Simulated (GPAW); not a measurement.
# Cd (P6_3/mmc) in GPAW: convergence with k mesh

Aim: find how far k mesh must go before the results for Cd settle, at r2SCAN. This setting moves, with any that are tied to it; all else stays.

Program: GPAW 26.7.0. These are calculated values, not measurements. Logs are shortened: lines on timing, memory, paths and dates and some standing lists are left out, and cuts for length are marked. The log counts tension as positive stress, the text compression.

### Step 1. The structure

The structure is hexagonal, space group P6_3/mmc (No. 194). The conventional cell has a = 2.979 Å, b = 2.979 Å, c = 5.618 Å, α = 90.00°, β = 90.00°, γ = 120.00°. Around Cd (site symmetry -6m2) lie 12 Cd at 2.98 to 3.29 Å.

### Step 2. With k mesh 2 × 2 × 1

run.py

```python
from ase.dft.bandgap import bandgap
from ase.io import read, write
from ase.units import GPa
from gpaw import GPAW, PW

atoms = read('Cd.xyz')

calc = GPAW(mode=PW(600),
            xc='MGGA_X_R2SCAN+MGGA_C_R2SCAN',
            kpts={'size': (2, 2, 1), 'gamma': True},
            occupations={'name': 'fermi-dirac', 'width': 0.05},
            nbands=21,
            convergence={'density': 1e-05, 'energy': 1e-05},
            maxiter=100,
            txt='gpaw.txt')
atoms.calc = calc
energy = atoms.get_potential_energy()
forces = atoms.get_forces()
stress = atoms.get_stress()
calc.write('gs.gpw')
write('result.traj', atoms)
print(f'Energy: {energy:.6f} eV')
print('Forces (eV/A):')
print(forces.round(4))
print('Stress (GPa):', (stress / GPa).round(3))
print('Fermi level:', round(calc.get_fermi_level(), 4), 'eV')
print(f'Gap: {bandgap(calc)[0]:.4f} eV, direct: {bandgap(calc, direct=True)[0]:.4f} eV')
```

Cd.xyz

```xyz
2
Lattice="2.9788700000 0.0000000000 0.0000000000 -1.4894350000 2.5797770946 0.0000000000 0.0000000000 0.0000000000 5.6176500000" Properties=species:S:1:pos:R:3 pbc="T T T"
Cd     1.4894350001      0.8599256981      4.2132375000
Cd    -0.0000000001      1.7198513965      1.4044125000
```

Potentials or basis: GPAW PAW data sets (gpaw-data 1.2.1), pw.

On the command line:

```console
OMP_NUM_THREADS=1 python run.py
```

Wall time 6.1 s (1 thread of Arm Neoverse V2, shared host); peak memory 0.22 GiB.

What came out:

```yaml
Free_energy: -28.1828 eV
Pressure: 5.1 GPa
Band_gap_on_the_k_mesh: none (metal or under the smearing width)
```

### Step 3. With k mesh 3 × 3 × 2

run.py, as its differences from that of step 2:

```diff
@@ -9,3 +9,3 @@
             xc='MGGA_X_R2SCAN+MGGA_C_R2SCAN',
-            kpts={'size': (2, 2, 1), 'gamma': True},
+            kpts={'size': (3, 3, 2), 'gamma': True},
             occupations={'name': 'fermi-dirac', 'width': 0.05},
```

Cd.xyz is that of step 2.

Potentials or basis: GPAW PAW data sets (gpaw-data 1.2.1), pw.

On the command line:

```console
OMP_NUM_THREADS=1 python run.py
```

It took 12 s on 1 thread of Arm Neoverse V2, shared host; peak memory 0.23 GiB.

Results:

```yaml
Free_energy: -29.2627 eV
Pressure: 4.3 GPa
Band_gap_on_the_k_mesh: none (metal or under the smearing width)
```

### Step 4. With k mesh 4 × 4 × 2

run.py, as its differences from that of step 3:

```diff
@@ -9,3 +9,3 @@
             xc='MGGA_X_R2SCAN+MGGA_C_R2SCAN',
-            kpts={'size': (3, 3, 2), 'gamma': True},
+            kpts={'size': (4, 4, 2), 'gamma': True},
             occupations={'name': 'fermi-dirac', 'width': 0.05},
```

Cd.xyz is that of step 3.

On the command line:

```console
OMP_NUM_THREADS=1 python run.py
```

Run time: 14 s. Hardware: 1 thread of Arm Neoverse V2, shared host; peak memory 0.23 GiB.

Results:

| Quantity | Value |
| --- | --- |
| Free energy | -30.0217 eV |
| Pressure | -1.4 GPa |
| Band gap on the k mesh | none (metal or under the smearing width) |

### Step 5. With k mesh 5 × 5 × 3

run.py, as its differences from that of step 4:

```diff
@@ -9,3 +9,3 @@
             xc='MGGA_X_R2SCAN+MGGA_C_R2SCAN',
-            kpts={'size': (4, 4, 2), 'gamma': True},
+            kpts={'size': (5, 5, 3), 'gamma': True},
             occupations={'name': 'fermi-dirac', 'width': 0.05},
```

Cd.xyz is that of step 4.

On the command line:

```console
OMP_NUM_THREADS=1 python run.py
```

It took 20 s on 1 thread of Arm Neoverse V2, shared host; peak memory 0.23 GiB.

Results (log left out):

```yaml
Free_energy: -29.7455 eV
Pressure: 0.7 GPa
Band_gap_on_the_k_mesh: none (metal or under the smearing width)
```

### Step 6. With k mesh 7 × 7 × 3

run.py, as its differences from that of step 5:

```diff
@@ -9,3 +9,3 @@
             xc='MGGA_X_R2SCAN+MGGA_C_R2SCAN',
-            kpts={'size': (5, 5, 3), 'gamma': True},
+            kpts={'size': (7, 7, 3), 'gamma': True},
             occupations={'name': 'fermi-dirac', 'width': 0.05},
```

Cd.xyz is that of step 5.

Potentials or basis: GPAW PAW data sets (gpaw-data 1.2.1), pw.

On the command line:

```console
OMP_NUM_THREADS=1 python run.py
```

Run time: 32 s. Hardware: 1 thread of Arm Neoverse V2, shared host; peak memory 0.23 GiB.

Results (log left out):

```yaml
Free_energy: -29.8347 eV
Pressure: 0.0 GPa
Band_gap_on_the_k_mesh: none (metal or under the smearing width)
```

### Step 7. With k mesh 8 × 8 × 4

run.py, as its differences from that of step 6:

```diff
@@ -9,3 +9,3 @@
             xc='MGGA_X_R2SCAN+MGGA_C_R2SCAN',
-            kpts={'size': (7, 7, 3), 'gamma': True},
+            kpts={'size': (8, 8, 4), 'gamma': True},
             occupations={'name': 'fermi-dirac', 'width': 0.05},
```

Cd.xyz is that of step 6.

On the command line:

```console
OMP_NUM_THREADS=1 python run.py
```

It took 55 s on 1 thread of Arm Neoverse V2, shared host; peak memory 0.24 GiB.

The run converged. Its results:

```
Free energy            : -29.7559 eV
Pressure               : 0.3 GPa
Band gap on the k mesh : none (metal or under the smearing width)
```

### Step 8. With k mesh 9 × 9 × 5

run.py, as its differences from that of step 7:

```diff
@@ -9,3 +9,3 @@
             xc='MGGA_X_R2SCAN+MGGA_C_R2SCAN',
-            kpts={'size': (8, 8, 4), 'gamma': True},
+            kpts={'size': (9, 9, 5), 'gamma': True},
             occupations={'name': 'fermi-dirac', 'width': 0.05},
```

Cd.xyz is that of step 7.

On the command line:

```console
OMP_NUM_THREADS=1 python run.py
```

It took 75 s on 1 thread of Arm Neoverse V2, shared host; peak memory 0.26 GiB.

It converged, with:

```yaml
Free_energy: -29.7630 eV
Pressure: 0.3 GPa
Band_gap_on_the_k_mesh: none (metal or under the smearing width)
```

### Step 9. With k mesh 11 × 11 × 5

run.py, as its differences from that of step 8:

```diff
@@ -9,3 +9,3 @@
             xc='MGGA_X_R2SCAN+MGGA_C_R2SCAN',
-            kpts={'size': (9, 9, 5), 'gamma': True},
+            kpts={'size': (11, 11, 5), 'gamma': True},
             occupations={'name': 'fermi-dirac', 'width': 0.05},
```

Cd.xyz is that of step 8.

Potentials or basis: GPAW PAW data sets (gpaw-data 1.2.1), pw.

On the command line:

```console
OMP_NUM_THREADS=1 python run.py
```

gpaw.txt:

```text
__  _  _
 | _ |_)|_||  |
 |__||  | ||/\| - 26.7.0

Input parameters:
  mode=PW(ecut=600.0),
  convergence={'density': 1e-05, 'energy': 1e-05},
  kpts=MonkhorstPack(size=(11, 11, 5), gamma=True),
  maxiter=100,
  nbands=21,
  occupations=Occupations(name='fermi-dirac', width=0.05),
  xc=XC(name='MGGA_X_R2SCAN+MGGA_C_R2SCAN')

Diagonalizing LCAO Hamiltonian
Converting LCAO to pw mode

          Cd

        Cd

Atoms  # Å, Bohr magnetons
|   | symbol |         x |        y |        z |    initial magnetic moments |
|---|--------|-----------|----------|----------|-----------------------------|
| 0 |     Cd |  1.489435 | 0.859926 | 4.213237 | ( 0.0000,  0.0000,  0.0000) |
| 1 |     Cd | -0.000000 | 1.719851 | 1.404413 | ( 0.0000,  0.0000,  0.0000) |

Unit cell  # Å
| periodic |         x |        y |        z |  lengths |     angles |
|----------|-----------|----------|----------|----------|------------|
|      yes |  2.978870 | 0.000000 | 0.000000 | 2.978870 |  90.000000 |
|      yes | -1.489435 | 2.579777 | 0.000000 | 2.978870 |  90.000000 |
|      yes |  0.000000 | 0.000000 | 5.617650 | 5.617650 | 120.000000 |

Number of symmetries: 12
Symmetry operations  # r_c * U_cc + t_c -> r_c
|    | kind |            matrix            |
|----|------|------------------------------|
|  0 |  σ   |  1, 1, 0,  0,-1, 0,  0, 0, 1 |
|  1 |  S6  |  1, 1, 0, -1, 0, 0,  0, 0,-1 |
|  2 |  E   |  1, 0, 0,  0, 1, 0,  0, 0, 1 |
|  3 |  C2  |  1, 0, 0, -1,-1, 0,  0, 0,-1 |
|  4 |  C2  |  0, 1, 0,  1, 0, 0,  0, 0,-1 |
|  5 |  C3  |  0, 1, 0, -1,-1, 0,  0, 0, 1 |
|  6 |  S6  |  0,-1, 0,  1, 1, 0,  0, 0,-1 |
|  7 |  σ   |  0,-1, 0, -1, 0, 0,  0, 0, 1 |
|  8 |  σ   | -1, 0, 0,  1, 1, 0,  0, 0, 1 |
|  9 |  i   | -1, 0, 0,  0,-1, 0,  0, 0,-1 |
| 10 |  C3  | -1,-1, 0,  1, 0, 0,  0, 0, 1 |
| 11 |  C2  | -1,-1, 0,  0, 1, 0,  0, 0,-1 |

BZ-sampling:
  Number of BZ points: 605
  Number of IBZ points: 68

  Monkhorst-Pack size: [11, 11, 5]
  Monkhorst-Pack shift: [0, 0, 0]

K-points  # in reciprocal-cell coordinates
|     |                                coordinates |     weight |
|-----|--------------------------------------------|------------|
|   0 | (  0.00000000,   0.00000000,   0.00000000) | 0.00165289 |
|   1 | (  0.00000000,   0.00000000,   0.20000000) | 0.00330579 |
|   2 | (  0.00000000,   0.00000000,   0.40000000) | 0.00330579 |
|   3 | (  0.09090909,   0.00000000,  -0.40000000) | 0.00991736 |
|   4 | (  0.09090909,   0.00000000,  -0.20000000) | 0.00991736 |
|   5 | (  0.09090909,   0.00000000,   0.00000000) | 0.00991736 |
|   6 | (  0.09090909,   0.00000000,   0.20000000) | 0.00991736 |
|   7 | (  0.09090909,   0.00000000,   0.40000000) | 0.00991736 |
|   8 | (  0.18181818,  -0.09090909,   0.00000000) | 0.00991736 |
|   9 | (  0.18181818,  -0.09090909,   0.20000000) | 0.01983471 |
| ... |                                            |            |
|  67 | (  0.45454545,   0.45454545,   0.40000000) | 0.01983471 |

Plane wave coefficients: 1457
Cutoff: 600.0 eV

Spin-components: 1 (collinear spins)
Bands:           21
Projectors:      12
Spin-degeneracy: 2
Datatype:        complex128

Parallelization:
  kpt:    1
  domain: 1
  band:   1

Density:
  Valence electrons: 24.0
  Components: 1
  Grid points: [18 18 32]
  Charge: 0.0  # |e|

Potential:
  Grid points: [18 18 32]

species:
  Cd:
    name:    Cadmium
    Z:       48.0
    valence: 12
    core:    36
    charge:  0.0  # [|e|]
    compensation charges:
      type: gauss
      rc: 0.38  # [Å]
      lmax: 2
    cutoffs:
      filter: 2.12  # [Å]
      core: 2.62  # [Å]
    projectors
    | kind |    occ | energy [eV] | rcut [Å] |
    |------|--------|-------------|----------|
    |   5s |  2.000 |      -5.655 |    1.191 |
    |   5p |  0.000 |      -1.186 |    1.228 |
    |   4d | 10.000 |     -11.739 |    1.164 |
    |    s |        |      21.556 |    1.191 |
    |    p |        |      26.026 |    1.228 |
    |    d |        |      15.473 |    1.164 |

    Using partial waves for Cd as LCAO basis

Reference energy: -304346.236673  # eV

eigensolver:
  PPCG
  Converge bands: occupied
  niter=2

density mixing:
  MSR1-Mixer
  Pratt-step length: 0.05
  Maximum mixing coefficient: 0.75
  Old densities: 10
  SVD Regularization: 0.005
  Good broyden scale: 1.0
  Trust region scale: 1.0
  Backstep threshold: 4.0
  History deletion threshold: 6.0
  Fourier metric: weight=20.0, sigma=0.015

occupation numbers:
  Fermi-Dirac:
    width: 0.0500  # eV

poisson solver:
  ecut: 4800.0  # eV

xc functional:
  name: MGGA_X_R2SCAN+MGGA_C_R2SCAN with 2 nearest neighbor stencil

convergence criteria:
- Maximum integral of absolute [dens]ity change: 1e-05 electrons / valence electron
- Maximum [total energy] change in last 3 cyles: 1e-05 eV / valence electron
- Maximum integral of absolute [eigenst]ate change: 4e-08 eV^2 / valence electron
maximum number of iterations: 100

SCF iterations
|iter     | |      energy | eigst |  dens |
|---------|-|-------------|-------|-------|
|iter:   1| |  -31.670700 | -0.50 |       |
|iter:   2| |  -29.630402 | -1.19 | -1.43 |
|iter:   3| |  -29.667777 | -2.85 | -1.52 |
|iter:   4| |  -29.730606 | -2.17 | -1.61 |
|iter:   5| |  -29.758197 | -2.40 | -1.95 |
|iter:   6| |  -29.756354 | -4.57 | -2.33 |
|iter:   7| |  -29.755270 | -4.58 | -2.48 |
|iter:   8| |  -29.755277 | -5.68 | -3.05 |
|iter:   9| |  -29.755289c| -5.72 | -3.31 |
|iter:  10| |  -29.755290c| -6.92 | -4.11 |
|iter:  11| |  -29.755290c| -7.78c| -4.50 |
|iter:  12| |  -29.755290c| -7.88c| -5.26c|

Converged in 12 steps
Energy contributions relative to reference atoms: (reference = -304346.236673)

Energy contributions:
  Kinetic:          27.003852
  Coulomb:         -22.456724
  Zero:              0.160447
  External:          0.000000
  Xc:              -34.459998
  Entropy:          -0.005734
  Spinorbit:         0.000000
  ----------------------------
  Free energy:     -29.758157
  Extrapolated:    -29.755290

dipole moment: (-0.000007, -0.000012, -0.000026)  # |e|*Ang

Fermi level: 7.762
Eigenvalues  # (at kpt = [0.000, 0.000, 0.000])
| band index |      eig [eV] | occ [0-2] |
|------------|---------------|-----------|
|          0 |        -2.670 |     2.000 |
|        ... |               |           |
|          5 |        -1.926 |     2.000 |
|          6 |        -1.523 |     2.000 |
|          7 |        -1.452 |     2.000 |
|          8 |        -1.452 |     2.000 |
|          9 |        -1.194 |     2.000 |
|         10 |        -1.194 |     2.000 |
[... 8 lines left out ...]
|         19 |        24.898 |     0.000 |
|         20 |        24.898 |     0.000 |

No gap
No difference between direct/indirect transitions

Forces  # eV/Ang
|        x |        y |        z |
|----------|----------|----------|
| -0.00000 |  0.00000 | -0.00007 |  # Cd   0
|  0.00000 | -0.00000 |  0.00007 |  # Cd   1

Stress tensor  # eV/Ang^3
|         x |         y |        z |
|-----------|-----------|----------|
| -0.004167 | -0.000000 | 0.000000 |
| -0.000000 | -0.004167 | 0.000000 |
|  0.000000 |  0.000000 | 0.003147 |

# Writing to gs.gpw (mode='')
```

stdout:

```text
Energy: -29.755290 eV
Forces (eV/A):
[[-0.      0.     -0.0001]
 [ 0.     -0.      0.0001]]
Stress (GPa): [-0.668 -0.668  0.504  0.     0.    -0.   ]
Fermi level: 7.7624 eV
Gap: 0.0000 eV, direct: 0.0000 eV
```

Run time: 1.7 min. Hardware: 1 thread of Arm Neoverse V2, shared host; peak memory 0.27 GiB.

Results:

| Item | Value |
| --- | --- |
| Free energy | -29.7582 eV |
| Pressure | 0.3 GPa |
| Band gap on the k mesh | none (metal or under the smearing width) |

### Step 10. Result

```csv
k mesh,"energy less the tightest run, at zero smearing (meV/atom)",pressure (GPa),SCF cycles,CPU time (s),peak memory (GiB)
2 × 2 × 1,798.20,5.09,13,6.1,0.22
3 × 3 × 2,252.15,4.26,13,12,0.23
4 × 4 × 2,-131.11,-1.39,12,14,0.23
5 × 5 × 3,6.32,0.68,12,20,0.23
7 × 7 × 3,-38.91,0.05,12,32,0.23
8 × 8 × 4,0.66,0.34,12,55,0.24
9 × 9 × 5,-2.76,0.35,12,75,0.26
11 × 11 × 5,0.00,0.28,12,100,0.27
```

Against the tightest run, the pressure stays within 0.1 GPa from 8 × 8 × 4 on. Not settled before the last step: the energy (to 1 meV/atom). Meshes of other sizes hit other points, so gaps and Fermi surfaces needn't settle smoothly. The tightest run that finished is the yardstick and may itself not be fully converged.

Caveats: the PAW data sets were made with another functional, which shifts forces and pressure a little.
